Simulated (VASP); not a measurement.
# IrO2 (P4_2/mnm) in VASP: notebook

Runs on IrO2. Level: PBEsol. Tasks: relaxation of cell and atoms.

The COD entry that gives the cell may itself be a prediction, so a difference from it is no test against experiment.

All numbers are computed with VASP 6.6.1; they aren't measurements. Logs are shortened: lines on timing, memory, paths and dates and some standing lists are left out, and cuts for length are marked.

## (1) Starting point

It takes space group P4_2/mnm (No. 136, tetragonal). Conventional cell: a = 4.505 Å, b = 4.505 Å, c = 3.159 Å, α = 90.00°, β = 90.00°, γ = 90.00°. Ir (site symmetry mmm) is surrounded by 6 O at 1.96 to 2.00 Å. O (site symmetry m2m) is surrounded by 3 Ir at 1.96 to 2.00 Å.

## (2) Relaxation of cell and atoms, PBEsol

File INCAR:

```
PREC = Accurate
ENCUT = 600
EDIFF = 1E-6
ISMEAR = 1
SIGMA = 0.1
LREAL = False
LASPH = True
NELM = 80
ALGO = Normal
ISIF = 3
LWAVE = False
LCHARG = False
GGA = PS
IBRION = 2
NSW = 90
EDIFFG = -0.01
KPAR = 4
```

File KPOINTS:

```
Automatic mesh
0
Gamma
  8 8 12
```

File POSCAR:

```
IrO2
1.0
    4.5051000000      0.0000000000      0.0000000000
    0.0000000000      4.5051000000      0.0000000000
    0.0000000000      0.0000000000      3.1586000000
Ir O
2 4
Direct
    0.0000000000      0.0000000000      0.0000000000
    0.5000000000      0.5000000000      0.5000000000
    0.3077000000      0.3077000000      0.0000000000
    0.1923000000      0.8077000000      0.5000000000
    0.6923000000      0.6923000000      0.0000000000
    0.8077000000      0.1923000000      0.5000000000
```

Potentials or basis: VASP PAW PBE potentials, release 64 (Ir, O).

On the command line:

```
> cat potpaw_PBE.64/Ir/POTCAR potpaw_PBE.64/O/POTCAR > POTCAR
> mpirun -np 4 vasp_std > vasp.out
```

OUTCAR:

```text
PREC = Accurate
   ENCUT = 600
   EDIFF = 1E-6
   ISMEAR = 1
   LREAL = False
   LASPH = True
   NELM = 80
   ISIF = 3
   GGA = PS
   IBRION = 2
   NSW = 90
   EDIFFG = -0.01

 ion  position               nearest neighbor table
   1  0.000  0.000  0.000-   3 1.96   5 1.96   4 2.00   6 2.00   4 2.00   6 2.00
   2  0.500  0.500  0.500-   4 1.96   6 1.96   5 2.00   3 2.00   3 2.00   5 2.00
   3  0.308  0.308  0.000-   1 1.96   2 2.00   2 2.00
   4  0.192  0.808  0.500-   2 1.96   1 2.00   1 2.00
   5  0.692  0.692  0.000-   1 1.96   2 2.00   2 2.00
   6  0.808  0.192  0.500-   2 1.96   1 2.00   1 2.00

  LATTYP: Found a simple tetragonal cell.
 ALAT       =     4.5051000000
 C/A-ratio  =     0.7011165124

  Lattice vectors:

 A1 = (   4.5051000000,   0.0000000000,   0.0000000000)
 A2 = (   0.0000000000,   4.5051000000,   0.0000000000)
 A3 = (   0.0000000000,   0.0000000000,   3.1586000000)

Analysis of symmetry for initial positions (statically):
=====================================================================
 Subroutine PRICEL returns:
 Original cell was already a primitive cell.

 Routine SETGRP: Setting up the symmetry group for a
 simple tetragonal supercell.

 Subroutine GETGRP returns: Found 16 space group operations
 (whereof  8 operations were pure point group operations)
 out of a pool of 16 trial point group operations.

The static configuration has the point symmetry D_2h.
 The point group associated with its full space group is D_4h.

Analysis of symmetry for dynamics (positions and initial velocities):
=====================================================================
 Subroutine PRICEL returns:
 Original cell was already a primitive cell.

 Routine SETGRP: Setting up the symmetry group for a
 simple tetragonal supercell.

 Subroutine GETGRP returns: Found 16 space group operations
 (whereof  8 operations were pure point group operations)
 out of a pool of 16 trial point group operations.

The dynamic configuration has the point symmetry D_2h.
 The point group associated with its full space group is D_4h.

 Subroutine INISYM returns: Found 16 space group operations
 (whereof  8 operations are pure point group operations),
 and found     1 'primitive' translations

----------------------------------------------------------------------------------------

                                     Primitive cell

  volume of cell :      64.1067

  direct lattice vectors                    reciprocal lattice vectors
[... 108 lines left out ...]
   EMIN   =  10.00;   EMAX   =-10.00  energy-range for DOS
   EFERMI =   0.00;   METHOD = LEGACY
   ISMEAR =     1;   SIGMA  =   0.10  broadening in eV -4-tet -1-fermi 0-gaus
   EFERMI_NEDOS =   21; number of points for ismear=-14 and -15
   IALGO  =     38    algorithm
   IMIX   =      4    mixing-type and parameters
     AMIX     =   0.40;   BMIX     =  1.00
     AMIX_MAG =   1.60;   BMIX_MAG =  1.00
  volume/ion in A,a.u.               =      10.68        72.10
  Fermi-wavevector in a.u.,A,eV,Ry     =   1.421860  2.686925 27.506696  2.021685
  Thomas-Fermi vector in A             =   2.542625
   LORBIT       =      0    0 simple, 1 ext, 2 COOP (PROOUT), +10 PAW based schemes
   GGA     = PS    functional components
   LHFCALC =     F    Hartree Fock is set to
   AEXX    =    0.0000 exact exchange contribution
   IVDW    =     0    specifies the selected vdW correction
   LEPSILON=     F    determine dielectric tensor
   LRPA    =     F    only Hartree local field effects (RPA)
 conjugate gradient relaxation of ions
 non-spin polarized calculation
 Methfessel and Paxton  Order N= 1 SIGMA  =   0.10
  energy-cutoff  :      600.00
  volume of cell :       64.11
 maximum number of plane-waves:      2168
 NGX is ok and might be reduce to    36
   NGX = 17   NGY = 17   NGZ = 13

--------------------------------------- Ionic step        1  -------------------------------------------

 number of electron      41.9999996 magnetization

 Free energy of the ion-electron system (eV)
  ---------------------------------------------------
  ext. energy  EPLUGINS =         0.00000000
  ---------------------------------------------------
  free energy    TOTEN  =       -45.56203876 eV

  energy without entropy =      -45.56332020  energy(sigma->0) =      -45.56246591

------------------------ aborting loop because EDIFF is reached ----------------------------------------

  FORCE on cell =-STRESS in cart. coord.  units (eV):
  Direction    XX          YY          ZZ          XY          YZ          ZX
  --------------------------------------------------------------------------------------
  -------------------------------------------------------------------------------------
  Total       -0.8883369     -0.8883369     -0.7043051     -0.0000000      0.0000000      0.0000000
  in kB      -22.2016254    -22.2016254    -17.6022380     -0.0000000      0.0000000      0.0000000
  external PRESSURE =     -20.6684963 kB  Pullay stress =       0.0000000 kB
[... 307 lines left out ...]
--------------------------------------- Ionic step        9  -------------------------------------------

 number of electron      41.9999992 magnetization

 Free energy of the ion-electron system (eV)
  ---------------------------------------------------
  ext. energy  EPLUGINS =         0.00000000
  ---------------------------------------------------
  free energy    TOTEN  =       -45.56795709 eV

  energy without entropy =      -45.56911660  energy(sigma->0) =      -45.56834360

 E-fermi :   6.1664     XC(G=0): -12.3071

 val. band max:        6.1616747244   @ k =   0.3750   0.3750   0.1667
 cond. band min:       6.1772435025   @ k =   0.2500   0.0000   0.3333
 fundamental gap:      0.0155687781
 Fermi energy:         6.1664360517

 k-point     1 :       0.0000    0.0000    0.0000
  band No.  band energies     occupation
      1     -15.1063      2.00000
      2     -13.8645      2.00000
      3     -12.7339      2.00000
      4     -12.7339      2.00000
      5      -3.8335      2.00000
      6      -3.5890      2.00000
[... 661 lines left out ...]
     24       9.4086      0.00000
     25       9.8194      0.00000

 [... further k-points ...]

------------------------ aborting loop because EDIFF is reached ----------------------------------------

  FORCE on cell =-STRESS in cart. coord.  units (eV):
  Direction    XX          YY          ZZ          XY          YZ          ZX
  --------------------------------------------------------------------------------------
  -------------------------------------------------------------------------------------
  Total       -0.0459052     -0.0459052      0.0077025     -0.0000000      0.0000000      0.0000000
  in kB       -1.1560032     -1.1560032      0.1939683     -0.0000000      0.0000000      0.0000000
  external PRESSURE =      -0.7060127 kB  Pullay stress =       0.0000000 kB
[... 21 lines left out ...]
  FREE ENERGIE OF THE ION-ELECTRON SYSTEM (eV)
  ---------------------------------------------------
  free  energy   TOTEN  =       -45.5679570946 eV

  energy  without entropy=      -45.5691165958  energy(sigma->0) =      -45.56834360

 reached required accuracy - stopping structural energy minimisation
```

It took 74 s on 4 MPI ranks of Intel Xeon 6975P-C (Granite Rapids), shared host; peak memory 0.31 GiB.

Results:

```yaml
Free_energy: -45.5680 eV
Relaxed_volume: 10.60 Å³/atom
Relaxed_cell: a = 4.485 Å, b = 4.485 Å, c = 3.164 Å, α = 90.00°, β = 90.00°, γ = 90.00°
Space_group_after_relaxing_to_0.05_Å: P4_2/mnm (No. 136)
Energy_gained_by_relaxing: 1.0 meV/atom
Ionic_steps: 9
Pressure_after_relaxing: -0.1 GPa
Largest_force_after_relaxing: 0.008 eV/Å
Band_gap_on_the_k_mesh: none (metal or under the smearing width)
```

Forces in eV/Å, atoms in the order of the input:
```
Ir   0.000  0.000  0.000
Ir   0.000  0.000  0.000
O   -0.005 -0.005  0.000
O    0.005 -0.005  0.000
O    0.005  0.005  0.000
O   -0.005  0.005  0.000
```

Stress tensor (GPa, compression positive):
```
-0.12  0.00  0.00
 0.00 -0.12  0.00
 0.00  0.00  0.02
```

The path:
```csv
step,energy change (eV),largest force (eV/Å),pressure (GPa),volume (Å³)
1,0.0000,0.1510,-2.07,64.11
2,0.0064,0.1025,4.22,62.84
3,-0.0041,0.0571,0.31,63.61
4,-0.0058,0.0206,0.08,63.60
5,-0.0059,0.0114,0.03,63.59
6,-0.0059,0.0124,0.05,63.59
7,-0.0059,0.0166,0.06,63.59
8,-0.0059,0.0130,0.05,63.59
9,-0.0059,0.0077,-0.07,63.62
```

Final structure:
```xyz
6
Lattice="4.4845 0.0000 0.0000 0.0000 4.4845 0.0000 0.0000 0.0000 3.1636" Properties=species:S:1:pos:R:3 pbc="T T T"
Ir    0.0000    4.4845    3.1636
Ir    2.2423    2.2423    1.5818
O     1.3852    1.3852    0.0000
O     0.8571    3.6274    1.5818
O     3.0993    3.0993    0.0000
O     3.6274    0.8571    1.5818
```

Levels at points of the mesh, in eV from the Fermi level:
```csv
k point,band 17,band 18,band 19,band 20,band 21,band 22,band 23,band 24,band 25
"(0.00, 0.00, 0.00)",-2.49,-2.49,-2.39,-2.32,-2.23,0.74,1.26,4.13,4.18
"(0.50, 0.00, 0.00)",-1.65,-1.65,-1.33,-1.33,-0.31,-0.31,3.57,3.57,3.63
"(0.50, 0.50, 0.00)",-2.53,-2.53,-2.44,-2.44,0.21,0.21,2.50,2.50,4.17
"(0.00, 0.00, 0.50)",-1.96,-1.96,-0.69,-0.69,0.27,0.27,2.24,2.24,2.75
"(0.50, 0.00, 0.50)",-2.82,-2.82,-1.82,-1.82,0.55,0.55,1.11,1.11,4.56
"(0.50, 0.50, 0.50)",-1.86,-1.86,-1.25,-1.25,-0.49,-0.49,2.20,2.20,3.21
```

Caveat: the PAW data sets were made with another functional, which shifts forces and pressure a little. Spin-orbit coupling is left out, which matters for the levels of Ir.

## (3) Relaxation of cell and atoms, PBEsol

This run uses another cell than the first one, of 10.60 Å³/atom, 0.992 times its volume.

Changes to INCAR since step 2:

```diff
@@ -2,3 +2,3 @@
 ENCUT = 600
-EDIFF = 1E-6
+EDIFF = 1E-7
 ISMEAR = 1
@@ -15,3 +15,3 @@
 NSW = 90
-EDIFFG = -0.01
+EDIFFG = -0.005
 KPAR = 4
```

KPOINTS is that of step 2.

File POSCAR:

```
IrO2                                    
1.0
    4.4845155486      0.0000000000      0.0000000000
   -0.0000000000      4.4845155486      0.0000000000
    0.0000000000      0.0000000000      3.1636025679
  Ir              O             
     2     4
Direct
     0.0000000000000000    1.0000000000000000    1.0000000000000000
     0.5000000000000000    0.5000000000000000    0.5000000000000000
     0.3088788507709553    0.3088788507709553    0.0000000000000000
     0.1911211492290447    0.8088788507709552    0.5000000000000000
     0.6911211492290448    0.6911211492290448    0.0000000000000000
     0.8088788507709552    0.1911211492290447    0.5000000000000000
```

Potentials or basis: VASP PAW PBE potentials, release 64 (Ir, O).

On the command line:

```
> cat potpaw_PBE.64/Ir/POTCAR potpaw_PBE.64/O/POTCAR > POTCAR
> mpirun -np 4 vasp_std > vasp.out
```

OUTCAR:

```text
PREC = Accurate
   ENCUT = 600
   EDIFF = 1E-7
   ISMEAR = 1
   LREAL = False
   LASPH = True
   NELM = 80
   ISIF = 3
   GGA = PS
   IBRION = 2
   NSW = 90
   EDIFFG = -0.005

 ion  position               nearest neighbor table
   1  0.000  0.000  0.000-   3 1.96   5 1.96   4 1.99   6 1.99   4 1.99   6 1.99
   2  0.500  0.500  0.500-   4 1.96   6 1.96   5 1.99   3 1.99   3 1.99   5 1.99
   3  0.309  0.309  0.000-   1 1.96   2 1.99   2 1.99
   4  0.191  0.809  0.500-   2 1.96   1 1.99   1 1.99
   5  0.691  0.691  0.000-   1 1.96   2 1.99   2 1.99
   6  0.809  0.191  0.500-   2 1.96   1 1.99   1 1.99

  LATTYP: Found a simple tetragonal cell.
 ALAT       =     4.4845155486
 C/A-ratio  =     0.7054502395

  Lattice vectors:

 A1 = (   4.4845155486,   0.0000000000,   0.0000000000)
[... 276 lines left out ...]
  ---------------------------------------------------
  free energy    TOTEN  =       -45.56679502 eV

  energy without entropy =      -45.56795154  energy(sigma->0) =      -45.56718052

 E-fermi :   6.1704     XC(G=0): -12.3088

 val. band max:        6.1657377093   @ k =   0.3750   0.3750   0.1667
 cond. band min:       6.1811641086   @ k =   0.2500   0.0000   0.3333
 fundamental gap:      0.0154263993
 Fermi energy:         6.1703729914

 k-point     1 :       0.0000    0.0000    0.0000
  band No.  band energies     occupation
      1     -15.1047      2.00000
      2     -13.8622      2.00000
      3     -12.7311      2.00000
      4     -12.7311      2.00000
      5      -3.8322      2.00000
      6      -3.5879      2.00000
[... 661 lines left out ...]
     24       9.4135      0.00000
     25       9.8239      0.00000

 [... further k-points ...]

------------------------ aborting loop because EDIFF is reached ----------------------------------------

  FORCE on cell =-STRESS in cart. coord.  units (eV):
  Direction    XX          YY          ZZ          XY          YZ          ZX
  --------------------------------------------------------------------------------------
  -------------------------------------------------------------------------------------
  Total       -0.0007419     -0.0007419      0.0080861      0.0000000      0.0000000      0.0000000
  in kB       -0.0186876     -0.0186876      0.2036828      0.0000000      0.0000000      0.0000000
  external PRESSURE =       0.0554358 kB  Pullay stress =       0.0000000 kB
[... 21 lines left out ...]
  FREE ENERGIE OF THE ION-ELECTRON SYSTEM (eV)
  ---------------------------------------------------
  free  energy   TOTEN  =       -45.5667950157 eV

  energy  without entropy=      -45.5679515375  energy(sigma->0) =      -45.56718052

 reached required accuracy - stopping structural energy minimisation
```

OSZICAR:

```text
N       E                     dE             d eps       ncg     rms          rms(c)
DAV:   1     0.517701719048E+03    0.51770E+03   -0.23436E+04  5250   0.188E+03
DAV:   2     0.135611071758E+02   -0.50414E+03   -0.49419E+03  5366   0.502E+02
DAV:   3    -0.503595060269E+02   -0.63921E+02   -0.62419E+02  7908   0.174E+02
DAV:   4    -0.528059401985E+02   -0.24464E+01   -0.24226E+01  6503   0.333E+01
[... 22 lines left out ...]
DAV:   2    -0.455668011944E+02    0.17760E-04   -0.79746E-05  6918   0.726E-02    0.259E-02
DAV:   3    -0.455667954373E+02    0.57570E-05   -0.23152E-05  6791   0.409E-02    0.767E-03
DAV:   4    -0.455667951910E+02    0.24637E-06   -0.11336E-06  6244   0.845E-03    0.289E-03
DAV:   5    -0.455667950374E+02    0.15351E-06   -0.10269E-07  3503   0.297E-03    0.663E-04
DAV:   6    -0.455667950157E+02    0.21736E-07   -0.20351E-08  2975   0.157E-03
   3 F= -.45566795E+02 E0= -.45567181E+02  d E =-.103443E-04
```

Wall time 36 s (4 MPI ranks of Intel Xeon 6975P-C (Granite Rapids), shared host); peak memory 0.31 GiB.

Results:

```
Free energy                            : -45.5668 eV
Relaxed volume                         : 10.60 Å³/atom
Relaxed cell                           : a = 4.484 Å, b = 4.484 Å, c = 3.164 Å, α = 90.00°, β = 90.00°, γ = 90.00°
Space group after relaxing (to 0.05 Å) : P4_2/mnm (No. 136)
Energy gained by relaxing              : 0.0 meV/atom
Ionic steps                            : 3
Pressure after relaxing                : 0.0 GPa
Band gap on the k mesh                 : none (metal or under the smearing width)
```

Final structure:
```xyz
6
Lattice="4.4838 0.0000 0.0000 0.0000 4.4838 0.0000 0.0000 0.0000 3.1638" Properties=species:S:1:pos:R:3 pbc="T T T"
Ir    0.0000    0.0000    0.0000
Ir    2.2419    2.2419    1.5819
O     1.3848    1.3848    0.0000
O     0.8571    3.6267    1.5819
O     3.0990    3.0990    0.0000
O     3.6267    0.8571    1.5819
```

Caveat: the PAW data sets were made with another functional, which shifts forces and pressure a little. Spin-orbit coupling is left out, which matters for the levels of Ir.
